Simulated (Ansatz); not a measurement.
# CoPdO2 (R-3m): one cell, several starts and searches, part 2 of 2

Task: run CoPdO2 (R-3m) at one cell with other searches of states, and compare the ends. Cell and atoms stay fixed.

Ansatz 0.2.0; DFT PBEsol+U (U_eff = 8 eV on Co d, Pd d), plane waves, PAW.

### 3 Random orbitals: single harmonics, first filling

input.yaml

```yaml
crystal:
  lattice:
    - [1.42249981, 0.82128065, 5.96000126]
    - [-1.42249981, 0.82128065, 5.96000126]
    - [0.0, -1.6425613, 5.96000126]
  atoms:
    - { symbol: Co, position: [0.5, 0.5, 0.5], spin: 3.0 }
    - { symbol: Pd, position: [0.0, 0.0, 0.0], spin: -2.0 }
    - { symbol: O, position: [0.11215, 0.11215, 0.11215] }
    - { symbol: O, position: [0.88785, 0.88785, 0.88785] }
basis:
  ecutwfc: 420
  ecutrho_ratio: 4
kpoints:
  mp_grid: { grid: [8, 8, 8] }
hamiltonian:
  xc: pbesol
  hubbard:
    sites:
      - { site: 0, l: d, u_eff: 8.0, starting_ns: [{ spin: up, occupation_matrix: s0up }, { spin: down, occupation_matrix: s0down }] }
      - { site: 1, l: d, u_eff: 8.0, starting_ns: [{ spin: up, occupation_matrix: s1up }, { spin: down, occupation_matrix: s1down }] }
    occupation_matrices:
      s0up:
        matrix:
          - [0.97, 0.0, 0.0, 0.0, 0.0]
          - [0.0, 0.97, 0.0, 0.0, 0.0]
          - [0.0, 0.0, 0.97, 0.0, 0.0]
          - [0.0, 0.0, 0.0, 0.97, 0.0]
          - [0.0, 0.0, 0.0, 0.0, 0.97]
      s0down:
        matrix:
          - [0.02, 0.0, 0.0, 0.0, 0.0]
          - [0.0, 0.02, 0.0, 0.0, 0.0]
          - [0.0, 0.0, 0.97, 0.0, 0.0]
          - [0.0, 0.0, 0.0, 0.02, 0.0]
          - [0.0, 0.0, 0.0, 0.0, 0.97]
      s1up:
        matrix:
          - [0.97, 0.0, 0.0, 0.0, 0.0]
          - [0.0, 0.02, 0.0, 0.0, 0.0]
          - [0.0, 0.0, 0.97, 0.0, 0.0]
          - [0.0, 0.0, 0.0, 0.02, 0.0]
          - [0.0, 0.0, 0.0, 0.0, 0.97]
      s1down:
        matrix:
          - [0.97, 0.0, 0.0, 0.0, 0.0]
          - [0.0, 0.97, 0.0, 0.0, 0.0]
          - [0.0, 0.0, 0.97, 0.0, 0.0]
          - [0.0, 0.0, 0.0, 0.97, 0.0]
          - [0.0, 0.0, 0.0, 0.0, 0.97]
    ns_hold: { iters: 12 }
scf:
  occupations: { method: gaussian, width: 0.05 }
  lower_state_search: "off"
  max_iter: 150
output:
  forces: true
  stress: true
  eigenvalues: true
  populations: true
  hubbard: { sites: [{ site: 0, l: d }, { site: 1, l: d }] }
  write_density: true
  write_potential: true
  elf: true
  volumetric_format: npy
magnetization:
  spin_polarized: true
```

The typed matrices put 0.97 on the chosen orbitals and 0.02 on the others, and are held for 12 cycles.

Launch:

```sh
> ansatz run input.yaml --threads 2 --pin off --max-ram 3072MiB --backend cpu --events-out ev --progress --plain --runs-dir out
```

Standard output:

```text
Warning: crystal.symmetry: narrowed to the stabiliser of the occupation matrices — unitary ops 12 → 4; lowered by the specified shells (site 0, l: d), (site 1, l: d); largest admitted image defect 4.4e-16, smallest excluded 7.1e-1 — at a splitting's scale: the group the occupation matrices' own texture admits
Warning: RAYON_NUM_THREADS=2 ignored (pool sized by the plan → 2); use --threads N
basis.fft_grid_basis auto: the FFT boxes are laid along the combinations [[1, -1, 0], [0, 1, 0], [0, -1, 1]] of the cell's own vectors, 2.845, 6.182 and 2.845 Å long. The dense box has 20×45×20 points. Along the cell's own vectors, as sized, it would have 45×45×45, 5.06 times as many. Of the 12 symmetry operations that the crystal satisfies within crystal.symmetry.tolerance (time reversal apart; of a slab, those that keep its plane) the dense box along the cell's own vectors carries 12, and the one as laid loses 8 of those. basis.fft_grid_basis: typed keeps the cell's own vectors: state it where this run's energies or levels are differenced outside the engine with another run's, or held beside a run that keeps those vectors. Those combinations have planes normal to reciprocal vector 3, as the cell's own vectors have. Each planar average written beside output.write_density, output.write_potential has a row for each plane of the box: 20. The volumetric files lie along those combinations, not along the cell's own vectors: a cube or XSF file states them, and fields.json those of NumPy files.
Co: projections on atomic orbitals take those of the free atom [Ne] 3s2 3p6 3d7 4s2, of charge +0.00 (hamiltonian.pseudopotentials.projection_atoms); the dataset's partial waves leave at most 1.4e-6 of an orbital's norm unspanned inside its sphere
Pd: projections on atomic orbitals take those of the free atom [Ar 3d10] 4s2 4p6 4d10, of charge +0.00 (hamiltonian.pseudopotentials.projection_atoms); the dataset's partial waves leave at most 1.0e-5 of an orbital's norm unspanned inside its sphere
O: projections on atomic orbitals take those of the free atom [He] 2s2 2p4, of charge +0.00 (hamiltonian.pseudopotentials.projection_atoms); the dataset's partial waves leave at most 1.9e-8 of an orbital's norm unspanned inside its sphere
Engine: ansatz 0.2.0, aarch64-unknown-linux-gnu
Pseudopotentials: kind: paw
Pseudopotential: Co, paw, valence charge 17, recommended cutoff 420 eV (normal), Co.paw.azcp
Pseudopotential: Pd, paw, valence charge 18, recommended cutoff 420 eV (normal), Pd.paw.azcp
Pseudopotential: O, paw, valence charge 6, recommended cutoff 420 eV (normal), O.paw.azcp
Functional definition: PBEsol
  exchange = pbesol_x
  correlation = pbesol_c
Crystal: 4 atoms, lattice volume = 41.777 Å³
Basis set: ecut = 420 eV, 829 PW (Γ), FFT grids on a1−a2, a2, −a2+a3, exchange–correlation on 40×90×40 points (8 copies of the dense FFT grid, shifted against one another)
Bands: 32, of which v1, the nominal top of the filled ones, is band 24 counted from 1 (23 counted from 0)
Symmetry: 4 space group operations
k-points: 150 of 512
Non-local potential: Co, projectors of the file, l = 0: 3, l = 1: 2, l = 2: 3, l = 3: 1
Non-local potential: Pd, projectors of the file, l = 0: 2, l = 1: 2, l = 2: 2, l = 3: 1
Non-local potential: O, projectors of the file, l = 0: 2, l = 1: 2, l = 2: 1
PAW form: soft (Blöchl's): semilocal exchange-correlation on the pseudo side does not see the compensation charge
PAW frozen core: Co, regenerated for the run's functional, and the local potential with it (the file was generated under x = pbe(κ = 0.804, μ = 0.2195149727645171), c = pbe(β = 0.06672455060314922))
PAW frozen core: Pd, regenerated for the run's functional, and the local potential with it (the file was generated under x = pbe(κ = 0.804, μ = 0.2195149727645171), c = pbe(β = 0.06672455060314922))
PAW frozen core: O, regenerated for the run's functional, and the local potential with it (the file was generated under x = pbe(κ = 0.804, μ = 0.2195149727645171), c = pbe(β = 0.06672455060314922))
PAW one-centre angular grid: Co, 590 points (default); XC on 64 Gauss nodes
PAW one-centre angular grid: Pd, 590 points (default); XC on 64 Gauss nodes
PAW one-centre angular grid: O, 110 points (default); XC on 64 Gauss nodes
Initial density: superposition of atomic densities (chi_scale 0.1, normalization cell, long waves kept (reshape's long-wave potential 0.32 eV rms))
Starting moments: Σ|m| = 5 μB on 2 of 4 sites
Initial wavefunctions: pseudopotential atomic-orbital guess
Functional: x = pbesol(κ = 0.804, μ = 0.12345679012345678), c = pbesol(β = 0.046)
SCF iter   1: F=—  HF=-13112.583934 eV  |F-HF|=—  |Δ(HF+E_count)|=         —  Δρ=1.51e-1 (↑1.17e-1 ↓1.51e-1)  dr2=3.62e1  dr2_m=1.36e0  M=0.584 μB ∫|m|=4.561 μB  β_m=0.30  ethr=3.10e-3  ⟨swp⟩=5.4  Hψ=36892  notcnv=0  defer=4
preconditioner: auto → Kerker (q_TF=auto, 2.782 Å⁻¹)  [metal: Δε(μ)=0.002 eV  Ē_g=15.758 eV  σ=0.050 eV  W_gap=0.02  n_scr=16 (ndim 8)  ℏωp=32.0 eV  f_vac=0.000  D(μ)=2.65/eV (n_scr^D=30)]
spin=Collinear: Kerker preconditioning applied to the charge; magnetization (m = ρ↑ − ρ↓) channel mixes plain (no charge-response kernel on spin).
SCF iter   2: F=—  HF=-13109.306940 eV  |F-HF|=—  |Δ(HF+E_count)|=    3.28e0  Δρ=7.61e-2 (↑7.54e-2 ↓7.61e-2)  dr2=1.24e1  dr2_m=7.61e-1  M=1.000 μB ∫|m|=4.760 μB  β_m=0.30  ethr=3.10e-3  ⟨swp⟩=2.7  Hψ=21230  notcnv=0  defer=975
preconditioner: auto → none  [insulator: Δε(μ)=0.623 eV  Ē_g=15.573 eV  σ=0.050 eV  W_gap=1.00  n_scr=16 (ndim 8)  ℏωp=32.0 eV  f_vac=0.000  D(μ)=0.00/eV (n_scr^D=0)  ε∞_Penn≈5.2]
SCF iter   3: F=—  HF=-13109.558286 eV  |F-HF|=—  |Δ(HF+E_count)|=   2.51e-1  Δρ=1.58e-1 (↑1.58e-1 ↓7.70e-2)  dr2=2.87e1  dr2_m=2.13e0  M=2.322 μB ∫|m|=3.177 μB  β_m=0.30  ethr=3.10e-3  ⟨swp⟩=3.1  Hψ=19112  notcnv=0  defer=1123
SCF iter   4: F=—  HF=-13107.780191 eV  |F-HF|=—  |Δ(HF+E_count)|=    1.78e0  Δρ=4.71e-2 (↑4.71e-2 ↓3.78e-2)  dr2=2.76e0  dr2_m=3.10e-1  M=1.036 μB ∫|m|=4.382 μB  β_m=1.00  ethr=3.10e-3  ⟨swp⟩=2.9  Hψ=17596  notcnv=0  defer=1065
SCF iter   5: F=—  HF=-13107.881542 eV  |F-HF|=—  |Δ(HF+E_count)|=   1.01e-1  Δρ=6.58e-2 (↑6.58e-2 ↓3.54e-2)  dr2=5.00e0  dr2_m=4.92e-1  M=1.818 μB ∫|m|=3.751 μB  β_m=0.30  ethr=3.10e-3  ⟨swp⟩=2.1  Hψ=13548  notcnv=0  defer=1079
SCF iter   6: F=—  HF=-13107.800169 eV  |F-HF|=—  |Δ(HF+E_count)|=   8.14e-2  Δρ=2.70e-2 (↑2.70e-2 ↓1.91e-2)  dr2=1.48e0  dr2_m=2.34e-2  M=1.054 μB ∫|m|=4.338 μB  β_m=0.30  ethr=3.10e-3  ⟨swp⟩=2.0  Hψ=13089  notcnv=0  defer=1095
SCF iter   7: F=—  HF=-13107.731914 eV  |F-HF|=—  |Δ(HF+E_count)|=   6.83e-2  Δρ=1.01e-2 (↑1.01e-2 ↓6.61e-3)  dr2=1.26e-2  dr2_m=2.50e-2  M=1.263 μB ∫|m|=4.114 μB  β_m=0.30  ethr=3.10e-3  ⟨swp⟩=1.7  Hψ=11730  notcnv=0  defer=1054
SCF iter   8: F=—  HF=-13107.749964 eV  |F-HF|=—  |Δ(HF+E_count)|=   1.81e-2  Δρ=1.01e-2 (↑1.01e-2 ↓4.38e-3)  dr2=3.99e-2  dr2_m=1.80e-2  M=1.271 μB ∫|m|=4.103 μB  β_m=0.30  ethr=2.68e-5  ⟨swp⟩=2.0  Hψ=11621  notcnv=0  defer=1075
Mixer restart at iter 8: flushing history
spin-set hold released at iteration 8 (site moments contracting): the magnetisation degrees of freedom join the quasi-Newton model from the next iteration; the mixer history was flushed
SCF iter   9: F=—  HF=-13107.778876 eV  |F-HF|=—  |Δ(HF+E_count)|=   2.89e-2  Δρ=1.18e-2 (↑1.18e-2 ↓1.09e-2)  dr2=4.01e-1  dr2_m=7.66e-3  M=1.098 μB ∫|m|=4.248 μB  β_m=0.14  ethr=2.68e-5  ⟨swp⟩=2.1  Hψ=14159  notcnv=0  defer=1075  recentre
[... 35 lines left out ...]
SCF iter  44: F=—  HF=-13113.188700 eV  |F-HF|=—  |Δ(HF+E_count)|=   2.12e-4  Δρ=9.02e-5 (↑1.99e-5 ↓9.02e-5)  dr2=5.93e-7  dr2_m=9.66e-7  M=2.406 μB ∫|m|=3.306 μB  β_m=0.89  ethr=1.87e-9  ⟨swp⟩=3.1  Hψ=22432  notcnv=0  defer=1064
SCF iter  45: F=—  HF=-13113.188857 eV  |F-HF|=—  |Δ(HF+E_count)|=   1.57e-4  Δρ=1.83e-4 (↑1.94e-5 ↓1.83e-4)  dr2=2.88e-6  dr2_m=3.46e-6  M=2.406 μB ∫|m|=3.307 μB  β_m=0.75  ethr=1.26e-9  ⟨swp⟩=3.5  Hψ=23416  notcnv=0  defer=1064  recentre
SCF iter  46: F=—  HF=-13113.188856 eV  |F-HF|=—  |Δ(HF+E_count)|=   2.28e-7  Δρ=2.05e-4 (↑1.11e-4 ↓2.05e-4)  dr2=1.15e-5  dr2_m=4.55e-6  M=2.406 μB ∫|m|=3.307 μB  β_m=0.97  ethr=1.26e-9  ⟨swp⟩=2.0  Hψ=15677  notcnv=0  defer=1064
SCF iter  47: F=—  HF=-13113.188863 eV  |F-HF|=—  |Δ(HF+E_count)|=   7.14e-6  Δρ=2.71e-4 (↑1.50e-4 ↓2.71e-4)  dr2=2.65e-5  dr2_m=8.28e-6  M=2.406 μB ∫|m|=3.307 μB  β_m=0.99  ethr=1.26e-9  ⟨swp⟩=3.2  Hψ=22499  notcnv=0  defer=1064
SCF iter  48: F=—  HF=-13113.188916 eV  |F-HF|=—  |Δ(HF+E_count)|=   5.22e-5  Δρ=2.38e-4 (↑2.38e-4 ↓2.16e-4)  dr2=6.07e-5  dr2_m=6.31e-7  M=2.406 μB ∫|m|=3.307 μB  β_m=0.71  ethr=1.26e-9  ⟨swp⟩=3.0  Hψ=22481  notcnv=0  defer=1064
SCF iter  49: F=—  HF=-13113.188893 eV  |F-HF|=—  |Δ(HF+E_count)|=   2.23e-5  Δρ=1.18e-4 (↑2.54e-5 ↓1.18e-4)  dr2=1.21e-6  dr2_m=1.41e-6  M=2.406 μB ∫|m|=3.306 μB  β_m=0.59  ethr=1.26e-9  ⟨swp⟩=3.0  Hψ=19580  notcnv=0  defer=1064
SCF iter  50: F=—  HF=-13113.188914 eV  |F-HF|=—  |Δ(HF+E_count)|=   2.07e-5  Δρ=4.64e-5 (↑1.56e-5 ↓4.64e-5)  dr2=3.42e-7  dr2_m=2.62e-7  M=2.406 μB ∫|m|=3.307 μB  β_m=0.81  ethr=1.26e-9  ⟨swp⟩=3.0  Hψ=20621  notcnv=0  defer=1064
SCF iter  51: F=—  HF=-13113.188916 eV  |F-HF|=—  |Δ(HF+E_count)|=   2.07e-6  Δρ=2.39e-5 (↑1.42e-5 ↓2.39e-5)  dr2=2.03e-7  dr2_m=5.53e-8  M=2.406 μB ∫|m|=3.306 μB  β_m=0.80  ethr=7.27e-10  ⟨swp⟩=2.0  Hψ=15646  notcnv=0  defer=1064
SCF iter  52: F=—  HF=-13113.188916 eV  |F-HF|=—  |Δ(HF+E_count)|=   2.32e-7  Δρ=1.66e-5 (↑1.66e-5 ↓1.58e-5)  dr2=2.92e-7  dr2_m=2.65e-8  M=2.406 μB ∫|m|=3.306 μB  β_m=0.64  ethr=4.32e-10  ⟨swp⟩=2.0  Hψ=15594  notcnv=0  defer=1064
SCF iter  53: F=-13113.188916 eV  HF=-13113.188916 eV  |F-HF|=5.09e-8  |Δ(HF+E_count)|=   3.68e-8  Δρ=1.06e-5 (↑2.14e-6 ↓1.06e-5)  dr2=1.38e-8  dr2_m=1.17e-8  M=2.406 μB ∫|m|=3.306 μB  ethr=2.13e-10  ⟨swp⟩=11.6  Hψ=66895  notcnv=0
WARN: hamiltonian.hubbard: on 3 of 4 specified blocks the occupation matrix of this SCF's result fails the test of the specified filling. At site 0 ↓ (sites count from 0 in the list of atoms of the cell that this SCF solves) the least filled combination of the orbitals specified full has occupation 0.588, and the fullest combination of the orbitals specified empty has occupation 0.596; the filling counts as kept where the first is at least 0.75 and exceeds the second by more than 0.25. The same holds at site 1 ↑, site 1 ↓. The state of this SCF's result may not hold the specified filling, though these bounds can also misjudge a state that does. This warning does not say which state is lower in energy, or whether the specified filling is a self-consistent state at all; see hamiltonian.hubbard.sites[].starting_ns, Limitations, and scf.initial_density.shell_occupations in the input reference
SCF 1 converged in 53 iterations: F = -13113.188916 eV  dr2 = 1.38e-8
SCF converged after 53 iterations
Magnetization: 2.4062 μB (24.7031 up, 22.2969 down)
Absolute magnetization: 3.3031 μB (∫|ρ↑−ρ↓|, with the PAW one-centre terms)
Spin contamination: 0.3735 ħ² per cell (⟨S²⟩ above its minimum at these occupations)
Per-site moments (μB) at R_I (Å): [(2.1715801754258357, 0.7878816063148169), (0.35399370538330543, 0.8271624998698875), (-0.20552052137131635, 0.7878816063148171), (-0.2055205213713165, 0.7878816063148169)]
Free energy (F): -13113.188916 eV
Harris-Foulkes:  -13113.188916 eV  (|F-HF|=5.09e-8)
Internal energy: -13113.187566 eV  (E = F + TS)
E sigma→0 (E₀):  -13113.188241 eV
Entropy (-TS):   -0.001351 eV (-0.338 meV/atom)
Fermi energy:    13.654575 eV
--- Per-component energies (eV) ---
  E_band       = -559.617794
  E_kinetic    = 1312.405033
  E_local      = -6058.992878  (includes V_loc(G=0)·N_el)
  E_nonlocal   = 779.249554
  E_hartree    = 2474.345910
  E_xc         = -468.347938
  E_vxc        = -599.044918  (∫ρ·V_xc dr)
  E_hubbard    = 4.186724  (on-site DFT+U / exact-exchange correction)
  E_vhub       = -56.949778  (the Hubbard potential's part of the band-sum identity)
  E_paw        = -5471.923578  (= ΣΔE_a)
  E_vpaw       = -884.982584  (= ΣTr[D̂ρ^β])
  E_aug_tail   = 0.005008  (compensation charges beyond the density's cutoff)
  E_ewald      = -5684.676920
  E_core_change = 0.561519  (= ΣΔE_core)
  E_smearing   = -0.001351  (= −TS)
  E_closure    = -0.000000  (closes the sum)
  Σ components = -13113.188916   (vs F -13113.188916, Δ=0.00e0)
--- Specified on-site occupations, and those of the state reported ---
  electrons in the specified blocks: 14.6500 specified, 16.3310 found
  site 1 (l=d) ↑: largest change of an orbital's occupation 0.9722; electrons 2.9500 specified, 4.7923 found; spectral distance 1.2666
  site 0 (l=d) ↓: largest change of an orbital's occupation 0.7224; electrons 2.0000 specified, 2.4065 found; spectral distance 0.2437
  site 1 (l=d) ↓: largest change of an orbital's occupation 0.5453; electrons 4.8500 specified, 4.3891 found; spectral distance 0.5470
  site 0 (l=d) ↑: largest change of an orbital's occupation 0.0895; electrons 4.8500 specified, 4.7430 found; spectral distance 0.1332
--- Forces (eV/Å), atoms counted from 1 ---
  atom   1  Co     0.00000000     0.00000000     0.00000000
  atom   2  Pd     0.00000000     0.00000000     0.00000000
  atom   3  O      0.00000000     0.00020161    -0.98541552
  atom   4  O      0.00000000    -0.00020161     0.98541552
  max |Σ_I F_I| component: 2.71e-20 eV/Å
--- Stress (GPa, compression-positive) ---
       20.920538       0.000000       0.000000
        0.000000      20.920647       0.000353
        0.000000       0.000510      16.605659
  P = ⅓ Tr σ = 19.4823 GPa (194.823 kbar)
--- Band table (eV; the first three rows and the last of 300) ---
  k-point 0 ↑: bands = ["-82.6747", "-69.4386", "-46.7080", "-45.7199", "-45.7195", "-35.7431", "-34.8296", "-34.8295", "-6.3152", "-4.2365", "4.0426", "5.7125", "5.7129", "6.9259", "7.7558", "7.7561", "8.3843", "8.3844", "9.2508", "9.3816", "9.3817", "10.7874", "12.0120", "12.0120", "14.6586", "14.6588", "16.9471", "20.6335", "23.3212", "26.1605", "31.5016", "31.6305"]
  k-point 1 ↑: bands = ["-82.6736", "-69.4323", "-46.7069", "-45.7295", "-45.7223", "-35.7403", "-34.8641", "-34.8382", "-6.1303", "-4.2952", "4.2447", "5.6333", "5.8453", "7.1047", "7.5647", "7.6832", "8.1941", "8.6575", "9.0228", "9.2781", "9.4637", "11.0851", "11.5257", "12.0644", "14.1463", "14.4975", "17.2454", "21.3829", "23.7525", "26.8339", "30.0325", "30.7327"]
  k-point 2 ↑: bands = ["-82.6713", "-69.4234", "-46.7039", "-45.7535", "-45.7280", "-35.7318", "-34.9442", "-34.8583", "-5.6524", "-4.4152", "4.7782", "5.4975", "6.1172", "6.8141", "7.2041", "7.6392", "7.8255", "8.4523", "9.0382", "9.3834", "10.5087", "10.6683", "11.5664", "12.0054", "13.2853", "14.2159", "17.6437", "22.9362", "24.6773", "27.9348", "28.1788", "28.6801"]
  k-point 149 ↓: bands = ["-79.8479", "-69.0856", "-43.5331", "-43.1646", "-43.1644", "-35.1733", "-34.5903", "-34.5902", "-6.2787", "-4.7805", "7.6040", "8.6235", "8.6239", "8.6731", "8.6732", "8.9127", "9.0562", "9.0562", "10.1280", "10.1291", "10.3871", "12.2741", "12.2741", "17.8306", "18.6943", "18.6945", "19.0372", "19.6453", "23.4506", "26.5046", "31.8470", "32.3071"]
Occupation matrices written to <dir>
--- Löwdin populations: 4 sites ---
  site symbol       q [e]    m [muB]
     0     Co     15.7143     2.3326
     1     Pd     17.1743     0.4030
     2      O      6.8533    -0.1935
     3      O      6.8533    -0.1935
  spilling = 0.008614 (of n_electrons = 47.000000)
--- Occupation matrices: 2 shells (run DFT+U table (all-electron-ortho-atomic); ε = 1.67e-2) ---
  Co0 d_3D: site group D3d (-3m)
  Co0 d_3D up     Tr n = 4.7430  λ = 0.881 0.881 0.993 0.993 0.996  [2× xz 0.30 Eg(1.00) | 3× z2 0.33 Eg(0.67)]
  Co0 d_3D dn     Tr n = 2.4065  λ = 0.038 0.190 0.190 0.994 0.994  [z2 1.00 A1g(1.00) | 2× xy 0.25 Eg(1.00) | 2× xz 0.25 Eg(1.00)]
  specified occupation → Co0 d_3D up: matrix, ‖Δ‖_F = 0.1332, Tr Δ = +0.1070, displaced = 0.1255, d_λ = 0.1332; orbital distance = 0.0000
  specified occupation → Co0 d_3D dn: matrix, ‖Δ‖_F = 1.2598, Tr Δ = -0.4065, displaced = 1.2536, d_λ = 0.2437; orbital distance = 1.4144
  Pd1 d_4D: site group D3d (-3m)
  Pd1 d_4D up     Tr n = 4.7923  λ = 0.843 0.982 0.982 0.992 0.992  [z2 1.00 A1g(1.00) | 4× xz 0.25 Eg(1.00)]
  Pd1 d_4D dn     Tr n = 4.3891  λ = 0.425 0.986 0.986 0.996 0.996  [z2 1.00 A1g(1.00) | 4× xz 0.25 Eg(1.00)]
  specified occupation → Pd1 d_4D up: matrix, ‖Δ‖_F = 1.3743, Tr Δ = -1.8423, displaced = 1.0484, d_λ = 1.2666; orbital distance = 1.5000
  specified occupation → Pd1 d_4D dn: matrix, ‖Δ‖_F = 0.5470, Tr Δ = +0.4609, displaced = 0.3148, d_λ = 0.5470; orbital distance = 0.0000
  Tr n, λ and their labels are of the run-group-symmetrised matrices; stabiliser: 12 of 24 elements of G0×{1,Θ} (closed), max defect 7.5e-4 at τ = 3.5e-3
```

Run time: 54 s. Hardware: 2 threads of Arm Neoverse V2, shared host; peak memory 0.66 GiB.

It ends with no gap, pressure 19.5 GPa, moments in spheres Co 2.17; Pd 0.35; O -0.21 μB, largest force component 0.99 eV/Å, 4 symmetry operations imposed. The program reports that the typed filling wasn't kept. The opposed order was lost: the moments end parallel.

How the shells are filled (orbitals counted by the eigenvalues of the occupation matrices):

| shell | channel | electrons | over 0.8 | 0.2 to 0.8 | under 0.2 |
| --- | --- | --- | --- | --- | --- |
| Co 3d (atom 1) | up | 4.74 | 5 | 0 | 0 |
| Co 3d (atom 1) | down | 2.41 | 2 | 0 | 3 |
| Pd 4d (atom 2) | up | 4.79 | 5 | 0 | 0 |
| Pd 4d (atom 2) | down | 4.39 | 4 | 1 | 0 |

The maps below are laid out on this run's own conventional cell (a, b, c = 2.845, 2.845, 17.880 Å).

Density in a lattice plane of the grid's cell (edges 2.84 and 17.88 Å, at 0.000 of the third edge), which holds Co and Pd and O.

Ten even steps from ' ' (0.05 e/Å³) to '@' (47.12 e/Å³):
```
            
..          
            
            
            
            
            
            
            
@@::      ::
            
            
            
            
            
            
            
..          
            
::..      ..
```
Columns run along the first of these edges and rows up along the second, over one cell in 6 and 20 even steps from the bottom left corner. Atoms in the plane (fractional): Co at (1.00, 0.50), Pd at (0.00, 0.00), O at (0.00, 0.11), O at (1.00, 0.89).

ELF in the same plane.

Ten even steps from ' ' (0.02) to '@' (0.98):
```
......  ....
==##==  ==##
##++..::..++
    ::--::  
    ::==::  
....::--::..
....::==::..
    ......  
  ..==**==..
@@**      **
  ..==**==..
    ......  
....::==::..
....::--::..
    ::==::  
    ::--::  
##++..::..++
==##==  ==##
......  ....
::==--..--==
```
Columns run along the first of these edges and rows up along the second, over one cell in 6 and 20 even steps from the bottom left corner. Atoms in the plane (fractional): Co at (1.00, 0.50), Pd at (0.00, 0.00), O at (0.00, 0.11), O at (1.00, 0.89).

Both are smooth fields of the valence electrons: close to the nuclei they are not physical.

Spin density (up less down) in a lattice plane of the grid's cell (edges 2.84 and 17.88 Å, at 0.000 of the third edge), which holds Co and Pd and O.

Ten even steps from ' ' (-0.20 e/Å³) to '@' (8.20 e/Å³):
```
            
            
            
            
            
            
            
            
            
@@..      ..
            
            
            
            
            
            
            
            
            
            
```
Columns run along the first of these edges and rows up along the second, over one cell in 6 and 20 even steps from the bottom left corner. Atoms in the plane (fractional): Co at (1.00, 0.50), Pd at (0.00, 0.00), O at (0.00, 0.11), O at (1.00, 0.89).

Maxima of ELF outside the ion cores: 0.86 on the O–Co line, 0.6 Å from O; 0.84 in the shell around O, 0.6 Å from O; 0.82 on the O–Pd line, 0.6 Å from O.

### 4 All runs side by side

The summary covers parts 1 to 2.

Energies count from the lowest free state and have the smearing extrapolated to zero.

| start | energy (meV/atom) | gap (eV) | pressure (GPa) | largest moment (μB) | SCF cycles | time |
| --- | --- | --- | --- | --- | --- | --- |
| random orbitals: single harmonics, first filling | 0.0 | metal | 19.5 | 2.17 | 53 | 54 s |
| from atoms, symmetry kept, no search | 166.9 | metal | 25.3 | 2.91 | 20 | 9.5 s |

The 2 free runs end at 2 energies more than 1 meV/atom apart (states closer than that can still differ), spread over 167 meV/atom; the lowest came from «random orbitals: single harmonics, first filling». The plain start from atoms with symmetry kept ends 167 meV/atom above the lowest. So large a U on a 4d or 5d shell is far over usual values; moments found here can be its artefacts. The lowest state found need not be the ground state, and the geometry wasn't relaxed for any of them.
